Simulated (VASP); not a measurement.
# MgGaAu: formation energy of B on the Au site, part 4 of 4

Aim: the formation energy and local structure of B on the Au site in MgGaAu. The start is a cell from a database of measured crystal structures.

VASP 6.6.1, plane waves and PAW; the level of theory is named at each step.

So far. Step 5 (Reference Au): The run ended after 4 ionic steps, 0.000 eV below its first step, once forces and stress met EDIFFG = -0.02. Step 5 (Reference Au): Energy at zero smearing: -3.93715 eV.

### 6. Relaxing the defect

This step: PBEsol; plane waves and PAW (B, Au, Ga, Mg) (VASP 6.6.1).

System of this step: Mg12Ga12BAu11. The cell holds 36 atoms: 1 B, 11 Au, 12 Ga and 12 Mg. Cell: a = 8.151 Å, b = 8.151 Å, c = 15.035 Å, α = 62.5°, β = 62.5°, γ = 106.0°. It derives from MgGaAu. Nearest the centre at fractional (0.083, 0.417, 0.125): B1 at 0.00 Å, Ga21 at 2.68 Å, Ga17 at 2.68 Å, Ga13 at 2.68 Å, Mg33 at 2.84 Å, Mg36 at 2.84 Å, Mg25 at 2.84 Å, Mg28 at 2.84 Å.

The host is treated as a metal, since its gap is under 0.3 eV or closed. The atoms relax at the host's fixed cell.

The input, INCAR:

```
SYSTEM = Mg12Ga12BAu11
PREC = Normal
ENCUT = 320
EDIFF = 1E-05
NELM = 120
ISMEAR = 1
SIGMA = 0.2
LREAL = Auto
ALGO = Fast
GGA = PS
LORBIT = 11
LWAVE = .FALSE.
LCHARG = .TRUE.
KPAR = 4
IBRION = 2
NSW = 50
ISIF = 2
EDIFFG = -0.03
POTIM = 0.4
MAXMIX = 40
ISYM = 2
```

The input, POSCAR:

```
Mg12Ga12BAu11
1.0
   -3.7588302299      6.5104849353      3.1492496688
    7.5176604598      0.0000000000      3.1492496688
    7.5176604598     13.0209698706      0.0000000000
B Au Ga Mg
1 11 12 12
Direct
    0.0833333300      0.4166666700      0.1250000000
    0.0833333300      0.4166666700      0.6250000000
    0.5833333300      0.9166666700      0.3750000000
    0.5833333300      0.9166666700      0.8750000000
    0.4166666700      0.0833333300      0.1250000000
    0.4166666700      0.0833333300      0.6250000000
    0.9166666700      0.5833333300      0.3750000000
    0.9166666700      0.5833333300      0.8750000000
    0.0000000000      0.0000000000      0.0000000000
    0.0000000000      0.0000000000      0.5000000000
    0.5000000000      0.5000000000      0.2500000000
    0.5000000000      0.5000000000      0.7500000000
    0.8958862700      0.6041137300      0.1979431400
    0.8958862700      0.6041137300      0.6979431400
    0.3958862700      0.1041137300      0.4479431400
    0.3958862700      0.1041137300      0.9479431400
    0.2500000000      0.2500000000      0.2291137300
    0.2500000000      0.2500000000      0.7291137300
    0.7500000000      0.7500000000      0.4791137300
    0.7500000000      0.7500000000      0.9791137300
    0.1041137300      0.3958862700      0.9479431400
    0.1041137300      0.3958862700      0.4479431400
    0.6041137300      0.8958862700      0.1979431400
    0.6041137300      0.8958862700      0.6979431400
    0.8129628400      0.1870371600      0.4064814200
    0.8129628400      0.1870371600      0.9064814200
    0.3129628400      0.6870371600      0.6564814200
    0.3129628400      0.6870371600      0.1564814200
    0.0000000000      0.0000000000      0.1870371600
    0.0000000000      0.0000000000      0.6870371600
    0.5000000000      0.5000000000      0.4370371600
    0.5000000000      0.5000000000      0.9370371600
    0.6870371600      0.3129628400      0.1564814200
    0.6870371600      0.3129628400      0.6564814200
    0.1870371600      0.8129628400      0.4064814200
    0.1870371600      0.8129628400      0.9064814200
```

The input, KPOINTS:

```
Automatic mesh
0
Gamma
4 4 3
0 0 0
```

Potentials, in the order of the species: B, Au, Ga and Mg (PBE family, release 64).

Started as:

```
$ mpirun -np 4 vasp_std
```

The log of the run:

```text
[banner, memory and clock lines left out]
running    4 mpi-ranks, on    1 nodes
 distrk:  each k-point on    1 cores,    4 groups
 distr:  one band on    1 cores,    1 groups

 POSCAR found type information on POSCAR B AuGaMg
 POSCAR found :  4 types and      36 ions
 [... a notice as in an earlier step ...]

 LDA part: xc-table for (Slater+PW92), standard interpolation
 POSCAR, INCAR and KPOINTS ok, starting setup
 FFT: planning ... GRIDC
 FFT: planning ... GRID_SOFT
 FFT: planning ... GRID
 WAVECAR not read
 entering main loop
       N       E                     dE             d eps       ncg     rms          rms(c)
DAV:   1     0.646797180925E+03    0.64680E+03   -0.58817E+04  5772   0.974E+02
DAV:   2    -0.897191258577E+02   -0.73652E+03   -0.70298E+03  6596   0.205E+02
DAV:   3    -0.134397362466E+03   -0.44678E+02   -0.43394E+02  6848   0.460E+01
DAV:   4    -0.135505658469E+03   -0.11083E+01   -0.10979E+01  6656   0.739E+00
DAV:   5    -0.135532971980E+03   -0.27314E-01   -0.27257E-01  6888   0.115E+00    0.263E+01
RMM:   6    -0.124987045241E+03    0.10546E+02   -0.65957E+01  5772   0.207E+01    0.154E+01
RMM:   7    -0.124446532929E+03    0.54051E+00   -0.44193E+00  5772   0.442E+00    0.809E+00
RMM:   8    -0.124100479500E+03    0.34605E+00   -0.79186E-01  5792   0.178E+00    0.196E+00
RMM:   9    -0.124081210879E+03    0.19269E-01   -0.15153E-01  5868   0.764E-01    0.527E-01
RMM:  10    -0.124082179717E+03   -0.96884E-03   -0.33540E-02  6059   0.369E-01    0.396E-01
RMM:  11    -0.124082253925E+03   -0.74208E-04   -0.77910E-03  5912   0.182E-01    0.968E-02
RMM:  12    -0.124082376988E+03   -0.12306E-03   -0.21821E-03  6233   0.894E-02    0.358E-02
RMM:  13    -0.124082389458E+03   -0.12470E-04   -0.42313E-04  5816   0.447E-02    0.211E-02
RMM:  14    -0.124082395860E+03   -0.64020E-05   -0.11985E-04  5416   0.210E-02    0.831E-03
RMM:  15    -0.124082397348E+03   -0.14882E-05   -0.24481E-05  3742   0.963E-03
   1 F= -.12408240E+03 E0= -.12407916E+03  d E =-.124082E+03
 curvature:   0.00 expect dE= 0.000E+00 dE for cont linesearch  0.000E+00
 trial: gam= 0.00000 g(F)=  0.722E-01 g(S)=  0.000E+00 ort = 0.000E+00 (trialstep = 0.100E+01)
 search vector abs. value=  0.722E-01
 bond charge predicted
       N       E                     dE             d eps       ncg     rms          rms(c)
DAV:   1    -0.124145139323E+03   -0.62743E-01   -0.18298E+00  6216   0.328E+00    0.209E-01
RMM:   2    -0.124147636592E+03   -0.24973E-02   -0.33933E-02  5772   0.582E-01    0.108E-01
RMM:   3    -0.124147904252E+03   -0.26766E-03   -0.45997E-03  5858   0.210E-01    0.660E-02
RMM:   4    -0.124147919218E+03   -0.14966E-04   -0.11276E-03  5800   0.100E-01    0.496E-02
RMM:   5    -0.124147899355E+03    0.19863E-04   -0.37431E-04  5790   0.566E-02    0.179E-02
RMM:   6    -0.124147904430E+03   -0.50753E-05   -0.88239E-05  5437   0.252E-02
   2 F= -.12414790E+03 E0= -.12414469E+03  d E =-.655071E-01
[... from here on, the cycles between the ionic steps are left out ...]
   3 F= -.12426351E+03 E0= -.12426050E+03  d E =-.181111E+00
   4 F= -.12427507E+03 E0= -.12427220E+03  d E =-.192676E+00
   5 F= -.12428794E+03 E0= -.12428523E+03  d E =-.128716E-01
   6 F= -.12429715E+03 E0= -.12429466E+03  d E =-.220744E-01
   7 F= -.12429834E+03 E0= -.12429595E+03  d E =-.232645E-01
   8 F= -.12430371E+03 E0= -.12430129E+03  d E =-.536902E-02
   9 F= -.12430561E+03 E0= -.12430317E+03  d E =-.726901E-02
  10 F= -.12430569E+03 E0= -.12430325E+03  d E =-.735393E-02
  11 F= -.12430867E+03 E0= -.12430622E+03  d E =-.297766E-02
  12 F= -.12430957E+03 E0= -.12430712E+03  d E =-.388008E-02
  13 F= -.12430887E+03 E0= -.12430640E+03  d E =-.317539E-02
  14 F= -.12430897E+03 E0= -.12430650E+03  d E =-.327480E-02
  15 F= -.12431094E+03 E0= -.12430844E+03  d E =-.197323E-02
  16 F= -.12431124E+03 E0= -.12430873E+03  d E =-.227647E-02
  17 F= -.12431142E+03 E0= -.12430890E+03  d E =-.245582E-02
 curvature:   2.58 expect dE= 0.104E-02 dE for cont linesearch  0.627E-08
 trial: gam= 0.26241 g(F)=  0.402E-03 g(S)=  0.000E+00 ort =-0.200E-05 (trialstep = 0.415E+01)
 search vector abs. value=  0.514E-03
 bond charge predicted
       N       E                     dE             d eps       ncg     rms          rms(c)
DAV:   1    -0.124311875489E+03   -0.45586E-03   -0.66882E-01  5772   0.201E+00    0.758E-02
RMM:   2    -0.124312420094E+03   -0.54460E-03   -0.62281E-03  5772   0.293E-01    0.747E-02
RMM:   3    -0.124312497387E+03   -0.77293E-04   -0.96486E-04  5860   0.109E-01    0.788E-02
RMM:   4    -0.124312474502E+03    0.22885E-04   -0.18729E-04  5857   0.432E-02    0.699E-02
RMM:   5    -0.124312479896E+03   -0.53942E-05   -0.56094E-05  5571   0.231E-02
  18 F= -.12431248E+03 E0= -.12431000E+03  d E =-.105766E-02
 trial-energy change:   -0.001058  1 .order   -0.000948   -0.001664   -0.000231
 step:   4.5926(harm=  4.8179)  dis= 0.00612  next Energy=  -124.312492 (dE=-0.107E-02)
 reached required accuracy - stopping structural energy minimisation
```

The job ended after 18 min (4 MPI ranks of Intel Xeon 6975P-C (Granite Rapids), shared host; peak memory 2.9 GiB).

From OUTCAR (step 6):

```text
   k-points           NKPTS =     26   k-points in BZ     NKDIM =     26   number of bands    NBANDS=    111

   NELECT =     184.0000    total number of electrons

 E-fermi :   5.5761

 k-point     1 :       0.0000    0.0000    0.0000
  band No.  band energies     occupation
    ...
     85       4.5260      2.00000
     86       4.5817      2.00000
     87       4.9029      2.00002
     88       5.0127      2.00050
     89       5.4900      1.65960
     90       5.7668     -0.03920
     91       5.8721     -0.05707
     92       5.8855     -0.05105
     93       5.9693     -0.01784
     94       6.1828     -0.00015
    ...

  Total      -12.9588165    -12.7260961      9.2340692      0.2675640      0.7286864      0.5540125
  in kB      -33.6754024    -33.0706441     23.9960954      0.6953046      1.8935993      1.4396835
  external PRESSURE =     -14.2499837 kB  Pullay stress =       0.0000000 kB

 POSITION                                       TOTAL-FORCE (eV/Angst)
 -----------------------------------------------------------------------------------
      3.74639      2.16647      1.60736         0.000273      0.000712      0.022776
      7.52817      8.68065      1.55878         0.003077      0.002853      0.000196
      7.50844      8.68032      4.69821         0.002852     -0.002860     -0.018597
     11.27354     15.19099      4.72249         0.005206      0.002658     -0.001413
      0.05770      4.31620      1.57942         0.000312     -0.006245     -0.000353
      3.76149     10.85246      1.58153         0.000054      0.003360     -0.000153
      3.70077     10.80757      4.71885        -0.003365      0.004818     -0.003709
      7.52142     17.43035      4.72946        -0.005710      0.004252     -0.002120
      3.78234      6.54937      6.28534         0.005213      0.003302      0.006561
      3.73660      6.46733      0.01404        -0.001697     -0.005263      0.010427
      3.72529      6.49315      3.15880        -0.003735     -0.005942      0.002197
      7.55269     13.03833      3.13627         0.002788      0.001471     -0.018775
      2.50957      8.39307      4.72885         0.019118     -0.005030      0.001170
      6.45282     14.91215      4.72143        -0.018804      0.009610      0.002295
      2.68350      8.39145      1.56991        -0.004815     -0.009902     -0.002049
      6.45531     14.91294      1.57717         0.005143     -0.000542      0.001955
      2.74098      4.48793      1.58350        -0.011127      0.011199      0.006516
      6.43626     11.15255      1.55477         0.002662      0.001816      0.003903
      6.40238     11.14334      4.69172        -0.000246     -0.014653      0.000999
     10.18336     17.66202      4.74726         0.008871      0.000832     -0.001842
      9.77404     13.17445      1.57700        -0.007612     -0.005181     -0.000678
      5.91225      6.50193      1.58346         0.002275      0.000731     -0.002724
      5.94875      6.48029      4.70195        -0.011640      0.005538     -0.002256
      9.68575     13.00424      4.75778         0.014476      0.001923      0.000129
[...]
-----------------------------------------------------------------------------------
    total drift:                                0.023552     -0.024038     -0.008075

  FREE ENERGIE OF THE ION-ELECTRON SYSTEM (eV)
  ---------------------------------------------------
  free  energy   TOTEN  =      -124.3124798957 eV

  energy  without entropy=     -124.3050405085  energy(sigma->0) =     -124.31000010

[... 5 parts as in an earlier step ...]

[... 12 further parts left out ...]
```

Step by step:

```csv
step,energy less that of the first step (eV),largest force (eV/Å)
1,0.0000,0.5439
2,-0.0655,0.4503
3,-0.1811,0.1772
4,-0.1927,0.1501
5,-0.2055,0.0915
6,-0.2148,0.0719
7,-0.2159,0.0787
8,-0.2213,0.0671
9,-0.2232,0.0509
10,-0.2233,0.0628
11,-0.2263,0.0349
12,-0.2272,0.0394
13,-0.2265,0.0470
14,-0.2266,0.0397
15,-0.2285,0.0319
16,-0.2288,0.0312
17,-0.2290,0.0322
18,-0.2301,0.0228
```

The atoms that moved most (Å):

| atom | dx | dy | dz | length |
| --- | --- | --- | --- | --- |
| Ga21 | 0.063 | 0.153 | 0.002 | 0.166 |
| Ga13 | -0.153 | -0.017 | 0.005 | 0.154 |
| Ga17 | 0.079 | -0.123 | 0.009 | 0.146 |
| Mg25 | -0.050 | -0.089 | -0.001 | 0.102 |
| Mg29 | 0.082 | 0.014 | -0.007 | 0.084 |
| Mg33 | -0.047 | 0.068 | -0.003 | 0.083 |
| Mg32 | 0.076 | 0.020 | 0.006 | 0.079 |
| Mg28 | -0.028 | -0.068 | 0.009 | 0.074 |

Final coordinates:

```cif
data_structure
_symmetry_space_group_name_H-M 'P 1'
_symmetry_Int_Tables_number 1
_cell_length_a 8.1506
_cell_length_b 8.1506
_cell_length_c 15.0353
_cell_angle_alpha 62.537
_cell_angle_beta 62.537
_cell_angle_gamma 106.026
_cell_volume 616.54
loop_
_atom_site_label
_atom_site_type_symbol
_atom_site_fract_x
_atom_site_fract_y
_atom_site_fract_z
_atom_site_occupancy
B1 B 0.08922 0.42118 0.12178 1
Au2 Au 0.08012 0.41485 0.62661 1
Au3 Au 0.57986 0.91199 0.37671 1
Au4 Au 0.58330 0.91626 0.87500 1
Au5 Au 0.41266 0.08886 0.12515 1
Au6 Au 0.41765 0.08454 0.62464 1
Au7 Au 0.91807 0.58033 0.37098 1
Au8 Au 0.91995 0.58182 0.87866 1
Au9 Au 0.99784 0.99798 0.00407 1
Au10 Au 0.00205 0.00241 0.49566 1
Au11 Au 0.50308 0.49995 0.24713 1
Au12 Au 0.49628 0.49960 0.75320 1
Ga13 Ga 0.90617 0.59541 0.19150 1
Ga14 Ga 0.89305 0.60617 0.69871 1
Ga15 Ga 0.39300 0.10550 0.44796 1
Ga16 Ga 0.39371 0.10710 0.94845 1
Ga17 Ga 0.24144 0.26138 0.22395 1
Ga18 Ga 0.24702 0.24667 0.73299 1
Ga19 Ga 0.74697 0.74282 0.48231 1
Ga20 Ga 0.75463 0.75279 0.97911 1
Ga21 Ga 0.10620 0.39456 0.95869 1
Ga22 Ga 0.10785 0.39496 0.44542 1
Ga23 Ga 0.59971 0.89333 0.19783 1
Ga24 Ga 0.61054 0.90023 0.69344 1
Mg25 Mg 0.81267 0.18701 0.39977 1
Mg26 Mg 0.81149 0.18929 0.90756 1
Mg27 Mg 0.31035 0.68714 0.65754 1
Mg28 Mg 0.31371 0.68922 0.15090 1
Mg29 Mg 0.99393 0.00381 0.19116 1
Mg30 Mg 0.00107 0.99943 0.68788 1
Mg31 Mg 0.49889 0.49786 0.43790 1
Mg32 Mg 0.49668 0.50525 0.94023 1
Mg33 Mg 0.69234 0.30682 0.15904 1
Mg34 Mg 0.68842 0.31308 0.65498 1
Mg35 Mg 0.18601 0.81056 0.40556 1
Mg36 Mg 0.19404 0.80986 0.90754 1
```

This step gave:

```
electronic cycles       : 125
electrons               : 184
free energy (TOTEN)     : -124.3125 eV
energy at zero smearing : -124.3100 eV
Fermi energy            : 5.576 eV
```

Valence density in the ac plane at fractional y = 0.417, through the centre, with atoms of B and Au and Ga within 0.45 Å of it. It is the smooth field of the valence electrons, not physical close to the nuclei.

Ten steps, logarithmic in the rise over the least value, from '0' (0.0 e/Å³) to '9' (3.7 e/Å³), each cell a mean:
```
43123332100112234565544
43213333221111223566644
33333444433222222345543
22222345676543222223333
22111235789864333333222
22222234688876433333332
44332333456665432233344
88764333333333322223356
99987433333322211112357
79998543222222211001235
45676543222222222222223
34444332111122233433333
43333322100012234565444
43103332211111234566644
33333443333222222345544
22233345666533222233333
22112235788864333333322
22222234689986433333332
33322333456765433333333
55443333333443322222334
55554433333222221112234
45555433332221111111223
34554332222222222222223
34443322111122233443333
```
Columns run along a (8.2 Å), rows up along c (15.0 Å). Atoms in or near the plane, at fractional coordinates: B at (0.09, 0.12), Au at (0.08, 0.63), Ga at (0.11, 0.96), Ga at (0.11, 0.45).

The run ended after 18 ionic steps, 0.230 eV below its first step, once the forces on the free atoms met EDIFFG = -0.03.

The 9 first neighbours (Ga and Mg) lie 2.79 Å from the site on average (2.68 to 2.84) in the perfect crystal and 2.70 Å on average from the atom on it after the relaxation (-3.3 %, spread from 2.50 to 2.80 Å).

### 7. Putting the energies together

This step: point defect, PBEsol; plane waves and PAW (VASP 6.6.1).

Derived from the runs above.

Numbers from this step:

| Item | Value |
| --- | --- |
| formation energy of the neutral defect | 3.318 eV |

Formation energy:

| formation energy (eV) | largest move (Å) |
| --- | --- |
| 3.318 | 0.1659 |

E_f is E(defect cell) less E(perfect cell), corrected for the atoms exchanged with their references.

References, in eV an atom: B -7.032 (crystal R-3m) and Au -3.937 (crystal Fm-3m). They were run at the supercell's cutoff and functional, without U, and count both elements from their own phases.

### 8. Defect, bad settings

This step: PBEsol; plane waves and PAW (B, Au, Ga, Mg) (VASP 6.6.1).

As a lesson, the run is repeated with a fault in its input.

The input, INCAR:

```
SYSTEM = Mg12Ga12BAu11
PREC = Normal
ENCUT = 320
EDIFF = 1E-05
NELM = 74
ISMEAR = 1
SIGMA = 0.2
LREAL = Auto
ALGO = Fast
GGA = PS
LORBIT = 11
LWAVE = .FALSE.
LCHARG = .FALSE.
KPAR = 4
ISYM = 0
ICHARG = 11
```

The input, POSCAR:

```
Mg12Ga12BAu11
1.0
   -3.7588302299      6.5104849353      3.1492496688
    7.5176604598      0.0000000000      3.1492496688
    7.5176604598     13.0209698706      0.0000000000
B Au Ga Mg
1 11 12 12
Direct
    0.0892162287      0.4211781140      0.1217752890
    0.0801186632      0.4148496040      0.6266072808
    0.5798584708      0.9119909723      0.3767123371
    0.5833045620      0.9162566810      0.8750034071
    0.4126639125      0.0888584746      0.1251488444
    0.4176494774      0.0845425740      0.6246355419
    0.9180708985      0.5803345524      0.3709772683
    0.9199549379      0.5818178436      0.8786595203
    0.9978404526      0.9979813234      0.0040660001
    0.0020503038      0.0024070898      0.4956606632
    0.5030816443      0.4999510158      0.2471279532
    0.4962761887      0.4996023642      0.7531954519
    0.9061691066      0.5954109830      0.1914964103
    0.8930549913      0.6061687741      0.6987136876
    0.3930001940      0.1055037239      0.4479563136
    0.3937113252      0.1070957089      0.9484459336
    0.2414408539      0.2613769386      0.2239486856
    0.2470247962      0.2466700021      0.7329945329
    0.7469722091      0.7428179596      0.4823136330
    0.7546317277      0.7527940219      0.9791130940
    0.1061987823      0.3945559064      0.9586877265
    0.1078507936      0.3949559203      0.4454176964
    0.5997082436      0.8933304455      0.1978267550
    0.6105418000      0.9002259030      0.6934439536
    0.8126731867      0.1870106434      0.3997709473
    0.8114926789      0.1892900066      0.9075634933
    0.3103510573      0.6871368381      0.6575408703
    0.3137079644      0.6892217863      0.1508983847
    0.9939277200      0.0038110403      0.1911593754
    0.0010730644      0.9994330933      0.6878824034
    0.4988916194      0.4978593172      0.4379048885
    0.4966846984      0.5052453608      0.9402306939
    0.6923400546      0.3068195345      0.1590438105
    0.6884178687      0.3130755867      0.6549796533
    0.1860077935      0.8105624931      0.4055609219
    0.1940417295      0.8098574035      0.9075366179
```

The input, KPOINTS:

```
Automatic mesh
0
Monkhorst-Pack
4 4 3
0 0 0
```

Started as:

```
$ mpirun -np 4 vasp_std
```

The log of the run:

```text
[banner, memory and clock lines left out]
running    4 mpi-ranks, on    1 nodes
[...]
|                                                                             |
|               ----> ADVICE to this user running VASP <----                  |
|                                                                             |
|     You enforced a specific xc type in the INCAR file but a different       |
|     [... a line on the potential file left out ...]
|     I HOPE YOU KNOW WHAT YOU ARE DOING!                                     |
|                                                                             |

 LDA part: xc-table for (Slater+PW92), standard interpolation
 WARNING: stress and forces are not correct
 POSCAR, INCAR and KPOINTS ok, starting setup
[...]
WARNING: CHGCAR is incomplete
|                                                                             |
|     EEEEEEE  RRRRRR   RRRRRR   OOOOOOO  RRRRRR      ###     ###     ###     |
|     E        R     R  R     R  O     O  R     R     ###     ###     ###     |
|     E        R     R  R     R  O     O  R     R     ###     ###     ###     |
|     EEEEE    RRRRRR   RRRRRR   O     O  RRRRRR       #       #       #      |
|     E        R   R    R   R    O     O  R   R                               |
|     E        R    R   R    R   O     O  R    R      ###     ###     ###     |
|     EEEEEEE  R     R  R     R  OOOOOOO  R     R     ###     ###     ###     |
|                                                                             |
|     ERROR: charge density could not be read from file CHGCAR for            |
|     ICHARG>10                                                               |
|                                                                             |
|       ---->  I REFUSE TO CONTINUE WITH THIS SICK JOB ... BYE!!! <----       |
|                                                                             |

1
1
1
1
```

The job ended after 5.2 s (4 MPI ranks).

VASP stopped before it finished a first electronic cycle.

VASP's message: “ERROR: charge density could not be read from file CHGCAR for ICHARG>10”. No number of this run is used.

The fault in the input: density file missing or never updated (ICHARG = 11). ICHARG = 11 needs the CHGCAR of a converged run, and 12 never updates the atomic density.

### 9. Results

* formation energy at charge 0: 3.318 eV

B on the Au site costs 3.32 eV, with every exchanged atom at the energy of its element. The 9 first neighbours (Ga and Mg) lie 2.79 Å from the site on average (2.68 to 2.84) in the perfect crystal and 2.70 Å on average from the atom on it after the relaxation (-3.3 %, spread from 2.50 to 2.80 Å). With metallic smearing the value can move by tenths of an eV with the k mesh. The supercell of 36 atoms is small, so interactions between images remain.

[Lines on the potential files, build, host, timing and source positions are cut from VASP's logs without a mark.]

[Logs are printed without paths, hosts, clocks, repeated set-up lines and the standing remarks that a program may print on its own settings, such as how far it seeks lower states.]

[Hosts, paths, dates, database ids (printed as entryN), source tags and the programs' standing remarks are cut or masked in the printed files.]

[In band tables of VASP the shares of atoms and orbitals are scaled to a sum of 1 inside the atoms' spheres.]

[Runs that stopped without an error message from VASP are left out.]
